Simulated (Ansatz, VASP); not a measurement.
**As: VASP beside Ansatz**

```
As
1.0
     2.75671    0.00000    0.00000
     0.00000    2.75671    0.00000
     0.00000    0.00000    2.75671
As
1
Direct
  0.50000 0.50000 0.50000
```

Change from the starting cell: volume scaled by 1.06.

Alike in both runs: task single point; functional PBEsol; k mesh 10 × 10 × 10; occupations fermi-dirac, width 0.05 eV; no spin polarisation.

|  | VASP | Ansatz |
| --- | --- | --- |
| version | VASP 6.6.1 | Ansatz 0.2.0 |
| potentials or method | VASP PAW PBE potentials, release 64 (As), cutoff 520 eV | all-electron LAPW, scalar-relativistic |

Ansatz gave:

```
gap on the k mesh at the Fermi level (eV) : none
pressure (GPa)                            : -5.9
```

Question: Estimate VASP's values.

Answer: gap on the k mesh at the Fermi level (eV): none; pressure (GPa): -5.7.

A gap of «none» marks a metal or a gap that the smearing closes. Ansatz ran all-electron here, so the differences hold the error of VASP's frozen core and of both bases.

Caveats: the PAW data sets were made with another functional, which shifts forces and pressure a little (VASP).
